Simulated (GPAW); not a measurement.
Input of a GPAW 26.7.0 run:

File run.py:

```python
from ase import Atoms
from ase.dft.bandgap import bandgap
from ase.io import write
from ase.units import Bohr, GPa
from gpaw import GPAW, PW
from gpaw.elf import elf_from_dft_calculation

atoms = Atoms(['Ni', 'O'],
              cell=[[0.0, 2.0859016414, 2.0859016414],
                    [2.0859016414, 0.0, 2.0859016414],
                    [2.0859016414, 2.0859016414, 0.0]],
              scaled_positions=[[0.0, 0.0, 0.0],
                                [0.5, 0.5, 0.5]],
              pbc=True)
atoms.set_initial_magnetic_moments([1.0, 0.0])

calc = GPAW(mode=PW(800),
            xc='PBE',
            kpts={'size': (11, 11, 11), 'gamma': True},
            occupations={'name': 'fermi-dirac', 'width': 0.05},
            nbands=22,
            convergence={'density': 1e-05, 'energy': 1e-05},
            maxiter=150,
            txt='gpaw.txt')
atoms.calc = calc
energy = atoms.get_potential_energy()
forces = atoms.get_forces()
stress = atoms.get_stress()
calc.write('gs.gpw')
write('result.traj', atoms)
print(f'Energy: {energy:.6f} eV')
print('Forces (eV/A):')
print(forces.round(4))
print('Stress (GPa):', (stress / GPa).round(3))
print('Moments:', calc.get_magnetic_moments().round(3))
print('Fermi level:', round(calc.get_fermi_level(), 4), 'eV')
print(f'Gap: {bandgap(calc)[0]:.4f} eV, direct: {bandgap(calc, direct=True)[0]:.4f} eV')

# fields on the real-space grid
write('density.cube', atoms, data=calc.get_pseudo_density() * Bohr**3)
write('potential.cube', atoms, data=calc.get_electrostatic_potential())
write('spin.cube', atoms, data=(calc.get_pseudo_density(spin=0) - calc.get_pseudo_density(spin=1)) * Bohr**3)
write('elf.cube', atoms, data=elf_from_dft_calculation(calc).data)
```

Potentials or basis: GPAW PAW data sets (gpaw-data 1.2.1), pw.

Run with:

```bash
$ OMP_NUM_THREADS=1 python run.py
```

(1) What does it give for the pressure?

(2) Predict the band gap on the k mesh.

(3) What does it give for the net moment?

(4) What does it give for the site moments?

Answers

(1) 9.5 GPa.

(2) none (metal or under the smearing width).

(3) 1.70 μB per cell.

(4) Ni +1.42; O +0.20 μB.

Caveat: the stock nickel data set gives pressures a few GPa off other programs; a cell with one magnetic atom can't hold antiferromagnetic order, which such compounds often take; semilocal functionals often make such compounds metallic where correlation or magnetic order opens a gap, which also shifts bond lengths.

The gap isn't set beside the measured one, since this odd mesh misses points on the zone boundary.
